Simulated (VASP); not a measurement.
# PbO (P4/nmm) in VASP: notebook

One crystal, PbO, is run at these levels: LDA, r2SCAN, HSE06; tasks: single point.

Program: VASP 6.6.1. These are calculated values, not measurements. Logs are shortened: lines on timing, memory, paths and dates and some standing lists are left out, and cuts for length are marked.

### 1 Starting point

Symmetry: P4/nmm, No. 129, tetragonal system. The conventional cell has a = 3.990 Å, b = 3.990 Å, c = 5.010 Å, α = 90.00°, β = 90.00°, γ = 90.00°. Pb (site symmetry 4mm) is surrounded by 4 O at 2.33 Å. O (site symmetry -4m2) has 4 Pb at 2.33 Å as nearest neighbours.

### 2 Single point, LDA

The input, INCAR:

```
  ALGO = Normal
  EDIFF = 1E-6
  ENCUT = 520
  ISIF = 2
  ISMEAR = -1
  KPAR = 4
  LASPH = True
  LCHARG = False
  LREAL = False
  LWAVE = False
  NBANDS = 28
  NELM = 60
  PREC = Accurate
  SIGMA = 0.05
```

The input, KPOINTS:

```
k-points
0
Gamma
  8 8 6
```

The input, POSCAR:

```
PbO
1.0
    3.9900000000      0.0000000000      0.0000000000
    0.0000000000      3.9900000000      0.0000000000
    0.0000000000      0.0000000000      5.0100000000
Pb O
2 2
Direct
    0.0000000000      0.5000000000      0.2400000000
    0.5000000000      0.0000000000      0.7600000000
    0.0000000000      0.0000000000      0.0000000000
    0.5000000000      0.5000000000      0.0000000000
```

Potentials or basis: VASP PAW LDA potentials, release 64 (Pb_d, O).

Run with:

```console
$ cat potpaw_LDA.64/Pb_d/POTCAR potpaw_LDA.64/O/POTCAR > POTCAR
$ mpirun -np 4 vasp_std > vasp.out
```

OUTCAR:

```text
EDIFF = 1E-6
   ENCUT = 520
   ISIF = 2
   ISMEAR = -1
   LASPH = True
   LREAL = False
   NELM = 60
   PREC = Accurate

 ion  position               nearest neighbor table
   1  0.000  0.500  0.240-   3 2.33   4 2.33   3 2.33   4 2.33   2 3.71   2 3.71   2 3.71   2 3.71
                             2 3.84   2 3.84   2 3.84   2 3.84
   2  0.500  0.000  0.760-   3 2.33   4 2.33   4 2.33   3 2.33   1 3.71   1 3.71   1 3.71   1 3.71
                             1 3.84   1 3.84   1 3.84   1 3.84
   3  0.000  0.000  0.000-   1 2.33   2 2.33   1 2.33   2 2.33
   4  0.500  0.500  0.000-   1 2.33   2 2.33   2 2.33   1 2.33

  LATTYP: Found a simple tetragonal cell.
 ALAT       =     3.9900000000
 C/A-ratio  =     1.2556390977

  Lattice vectors:

 A1 = (   3.9900000000,   0.0000000000,   0.0000000000)
 A2 = (   0.0000000000,   3.9900000000,   0.0000000000)
 A3 = (   0.0000000000,   0.0000000000,   5.0100000000)

Analysis of symmetry for initial positions (statically):
=====================================================================
 Subroutine PRICEL returns:
 Original cell was already a primitive cell.

 Routine SETGRP: Setting up the symmetry group for a
 simple tetragonal supercell.

 Subroutine GETGRP returns: Found 16 space group operations
 (whereof  8 operations were pure point group operations)
 out of a pool of 16 trial point group operations.

The static configuration has the point symmetry D_2d.
 The point group associated with its full space group is D_4h.

Analysis of symmetry for dynamics (positions and initial velocities):
=====================================================================
 Subroutine PRICEL returns:
 Original cell was already a primitive cell.

 Routine SETGRP: Setting up the symmetry group for a
 simple tetragonal supercell.

 Subroutine GETGRP returns: Found 16 space group operations
 (whereof  8 operations were pure point group operations)
 out of a pool of 16 trial point group operations.

The dynamic configuration has the point symmetry D_2d.
 The point group associated with its full space group is D_4h.

 Subroutine INISYM returns: Found 16 space group operations
 (whereof  8 operations are pure point group operations),
 and found     1 'primitive' translations

----------------------------------------------------------------------------------------

                                     Primitive cell

  volume of cell :      79.7597

  direct lattice vectors                    reciprocal lattice vectors
     3.990000000  0.000000000  0.000000000     0.250626566  0.000000000  0.000000000
[... 92 lines left out ...]
   EDIFFG = 0.1E-04   stopping-criterion for IOM
   NSW    =      0    number of steps for IOM
   IBRION =     -1    ionic relax: 0-MD 1-quasi-New 2-CG
   NFREE  =      0    steps in history (QN), initial steepest desc. (CG)
   ISIF   =      2    stress and relaxation
   ISYM   =      2    0-nonsym 1-usesym 2-fastsym
   POTIM  = 0.5000    time-step for ionic-motion
   TEBEG  =    0.0;   TEEND  =   0.0 temperature during run
   PSTRESS=    0.0 pullay stress
   NELECT =      40.0000    total number of electrons
   NUPDOWN=      -1.0000    fix difference up-down
   EMIN   =  10.00;   EMAX   =-10.00  energy-range for DOS
   EFERMI =   0.00;   METHOD = LEGACY
   ISMEAR =    -1;   SIGMA  =   0.05  broadening in eV -4-tet -1-fermi 0-gaus
   EFERMI_NEDOS =   21; number of points for ismear=-14 and -15
   IALGO  =     38    algorithm
   IMIX   =      4    mixing-type and parameters
     AMIX     =   0.40;   BMIX     =  1.00
     AMIX_MAG =   1.60;   BMIX_MAG =  1.00
  volume/ion in A,a.u.               =      19.94       134.56
  Fermi-wavevector in a.u.,A,eV,Ry     =   1.300670  2.457909 23.017539  1.691741
  Thomas-Fermi vector in A             =   2.431853
   LORBIT       =      0    0 simple, 1 ext, 2 COOP (PROOUT), +10 PAW based schemes
   GGA     = CA    functional components
   LHFCALC =     F    Hartree Fock is set to
   AEXX    =    0.0000 exact exchange contribution
   IVDW    =     0    specifies the selected vdW correction
   LEPSILON=     F    determine dielectric tensor
   LRPA    =     F    only Hartree local field effects (RPA)
 non-spin polarized calculation
  energy-cutoff  :      520.00
  volume of cell :       79.76
 maximum number of plane-waves:      2186
 NGX is ok and might be reduce to    30
   NGX = 15   NGY = 15   NGZ = 19

 number of electron      39.9999998 magnetization

 Free energy of the ion-electron system (eV)
  ---------------------------------------------------
  ext. energy  EPLUGINS =         0.00000000
  ---------------------------------------------------
  free energy    TOTEN  =       -24.37084430 eV

  energy without entropy =      -24.37084383  energy(sigma->0) =      -24.37084407

 E-fermi :   5.3328     XC(G=0): -10.2905

 val. band max:        4.7492646278   @ k =   0.1250   0.0000   0.0000
 cond. band min:       5.8430168361   @ k =   0.5000   0.5000   0.0000
 fundamental gap:      1.0937522083
 Fermi energy:         5.3328142014

 k-point     1 :       0.0000    0.0000    0.0000
  band No.  band energies     occupation
      1     -13.2578      2.00000
      2     -12.7832      2.00000
      3     -11.1810      2.00000
      4     -11.1810      2.00000
      5     -11.1163      2.00000
      6     -11.1035      2.00000
[... 733 lines left out ...]
     27      14.0321      0.00000
     28      14.0321      0.00000

 [... further k-points ...]

------------------------ aborting loop because EDIFF is reached ----------------------------------------

  FORCE on cell =-STRESS in cart. coord.  units (eV):
  Direction    XX          YY          ZZ          XY          YZ          ZX
  --------------------------------------------------------------------------------------
  -------------------------------------------------------------------------------------
  Total       -1.7301180     -1.7301180     -1.6403964      0.0000000      0.0000000      0.0000000
  in kB      -34.7538387    -34.7538387    -32.9515518      0.0000000      0.0000000      0.0000000
  external PRESSURE =     -34.1530764 kB  Pullay stress =       0.0000000 kB

 VOLUME and BASIS-vectors are now :
 -----------------------------------------------------------------------------
  energy-cutoff  :      520.00
  volume of cell :       79.76
      direct lattice vectors                 reciprocal lattice vectors
     3.990000000  0.000000000  0.000000000     0.250626566  0.000000000  0.000000000
     0.000000000  3.990000000  0.000000000     0.000000000  0.250626566  0.000000000
     0.000000000  0.000000000  5.010000000     0.000000000  0.000000000  0.199600798

 POSITION                                       TOTAL-FORCE (eV/Angst)
 -----------------------------------------------------------------------------------
      0.00000      1.99500      1.20240         0.000000     -0.000000     -0.536275
      1.99500      0.00000      3.80760        -0.000000     -0.000000      0.536275
      0.00000      0.00000      0.00000         0.000000      0.000000      0.000000
      1.99500      1.99500      0.00000        -0.000000     -0.000000      0.000000
 -----------------------------------------------------------------------------------
    total drift:                                0.000000      0.000000      0.000000

  FREE ENERGIE OF THE ION-ELECTRON SYSTEM (eV)
  ---------------------------------------------------
  free  energy   TOTEN  =       -24.3708443023 eV

  energy  without entropy=      -24.3708438299  energy(sigma->0) =      -24.37084407
```

Wall time 55 s (4 MPI ranks of Intel Xeon Platinum 8375C at 2.90GHz (Ice Lake), shared host); peak memory 0.23 GiB.

What came out:

```
Free energy            : -24.3708 eV
Pressure               : -3.4 GPa
Largest force          : 0.536 eV/Å
Band gap on the k mesh : 1.09 eV, indirect (least direct gap 2.06 eV)
```

Forces on the atoms (eV/Å):
```
Pb   0.000  0.000 -0.536
Pb   0.000  0.000  0.536
O    0.000  0.000  0.000
O    0.000  0.000  0.000
```

Caveat: spin-orbit coupling is left out, which as a rule narrows the gap of such compounds by several tenths of an eV.

### 3 Single point, r2SCAN

Changes to INCAR since step 2:

```diff
@@ -8,4 +8,6 @@
   LCHARG = False
+  LMIXTAU = True
   LREAL = False
   LWAVE = False
+  METAGGA = R2SCAN
   NBANDS = 28
```

KPOINTS is that of step 2.

POSCAR is that of step 2.

Potentials or basis: VASP PAW PBE potentials, release 64 (Pb_d, O).

Run with:

```console
$ cat potpaw_PBE.64/Pb_d/POTCAR potpaw_PBE.64/O/POTCAR > POTCAR
$ mpirun -np 4 vasp_std > vasp.out
```

OUTCAR:

```text
EDIFF = 1E-6
   ENCUT = 520
   ISIF = 2
   ISMEAR = -1
   LASPH = True
   LREAL = False
   METAGGA = R2SCAN
   NELM = 60
   PREC = Accurate

 ion  position               nearest neighbor table
   1  0.000  0.500  0.240-   3 2.33   4 2.33   3 2.33   4 2.33   2 3.71   2 3.71   2 3.71   2 3.71
                             2 3.84   2 3.84   2 3.84   2 3.84
   2  0.500  0.000  0.760-   3 2.33   4 2.33   4 2.33   3 2.33   1 3.71   1 3.71   1 3.71   1 3.71
                             1 3.84   1 3.84   1 3.84   1 3.84
   3  0.000  0.000  0.000-   1 2.33   2 2.33   1 2.33   2 2.33
   4  0.500  0.500  0.000-   1 2.33   2 2.33   2 2.33   1 2.33

[... 949 lines left out ...]
  -------------------------------------------------------------------------------------
  Total        0.1620016      0.1620016     -0.0821965      0.0000000      0.0000000      0.0000000
  in kB        3.2542164      3.2542164     -1.6511273      0.0000000      0.0000000      0.0000000
  external PRESSURE =       1.6191018 kB  Pullay stress =       0.0000000 kB

 VOLUME and BASIS-vectors are now :
 -----------------------------------------------------------------------------
  energy-cutoff  :      520.00
  volume of cell :       79.76
      direct lattice vectors                 reciprocal lattice vectors
     3.990000000  0.000000000  0.000000000     0.250626566  0.000000000  0.000000000
     0.000000000  3.990000000  0.000000000     0.000000000  0.250626566  0.000000000
     0.000000000  0.000000000  5.010000000     0.000000000  0.000000000  0.199600798

 POSITION                                       TOTAL-FORCE (eV/Angst)
 -----------------------------------------------------------------------------------
      0.00000      1.99500      1.20240        -0.000000      0.000000     -0.289162
      1.99500      0.00000      3.80760        -0.000000      0.000000      0.289162
      0.00000      0.00000      0.00000         0.000000     -0.000000     -0.000000
      1.99500      1.99500      0.00000        -0.000000      0.000000     -0.000000
 -----------------------------------------------------------------------------------
    total drift:                                0.000000      0.000000      0.000000

  FREE ENERGIE OF THE ION-ELECTRON SYSTEM (eV)
  ---------------------------------------------------
  free  energy   TOTEN  =      -129.5007281472 eV

  energy  without entropy=     -129.5007281335  energy(sigma->0) =     -129.50072814
```

stdout:

```text
POSCAR found type information on POSCAR PbO
 POSCAR found :  2 types and       4 ions
 scaLAPACK will be used
 -----------------------------------------------------------------------------
|                                                                             |
|                                                                             |
|     You enforced a specific xc type in the INCAR file but a different       |
|     I HOPE YOU KNOW WHAT YOU ARE DOING!                                     |
|                                                                             |
 -----------------------------------------------------------------------------

 LDA part: xc-table for (None), standard interpolation
 POSCAR, INCAR and KPOINTS ok, starting setup
 FFT: planning ... GRIDC
 FFT: planning ... GRID_SOFT
 FFT: planning ... GRID
 WAVECAR not read
 entering main loop
```

It took 4.4 min on 4 MPI ranks of Intel Xeon Platinum 8375C at 2.90GHz (Ice Lake), shared host; peak memory 0.25 GiB.

What came out:

* Free energy: -129.5007 eV
* Pressure: 0.2 GPa
* Largest force: 0.289 eV/Å
* Band gap on the k mesh: 1.46 eV, indirect (least direct gap 2.52 eV)

Forces in eV/Å, atoms in the order of the input:
```
Pb   0.000  0.000 -0.289
Pb   0.000  0.000  0.289
O    0.000  0.000  0.000
O    0.000  0.000  0.000
```

Levels at points of the mesh, in eV from the valence-band top:
| k point | band 16 | band 17 | band 18 | band 19 | band 20 | band 21 | band 22 | band 23 | band 24 | band 25 |
| --- | --- | --- | --- | --- | --- | --- | --- | --- | --- | --- |
| (0.00, 0.00, 0.00) | -4.31 | -1.77 | -1.68 | -1.68 | 0.00 | 2.83 | 5.94 | 5.94 | 5.97 | 7.09 |
| (0.50, 0.00, 0.00) | -3.23 | -3.03 | -3.03 | -1.71 | -1.71 | 3.74 | 3.74 | 7.06 | 7.06 | 7.09 |
| (0.50, 0.50, 0.00) | -3.47 | -1.76 | -1.76 | -1.06 | -1.06 | 1.46 | 1.46 | 5.65 | 5.65 | 8.40 |
| (0.00, 0.00, 0.50) | -4.14 | -1.81 | -1.71 | -1.71 | -1.00 | 2.39 | 4.30 | 4.30 | 4.48 | 9.22 |
| (0.50, 0.00, 0.50) | -3.70 | -3.00 | -3.00 | -1.05 | -1.05 | 3.40 | 3.40 | 6.67 | 6.67 | 7.85 |
| (0.50, 0.50, 0.50) | -3.92 | -2.36 | -2.36 | -1.06 | -1.06 | 3.74 | 3.74 | 5.22 | 5.22 | 6.17 |

Caveat: the PAW data sets were made with another functional, which shifts forces and pressure a little; spin-orbit coupling is left out, which as a rule narrows the gap of such compounds by several tenths of an eV. A k mesh can miss the band edges.

(Continued in part 2 of 2.)
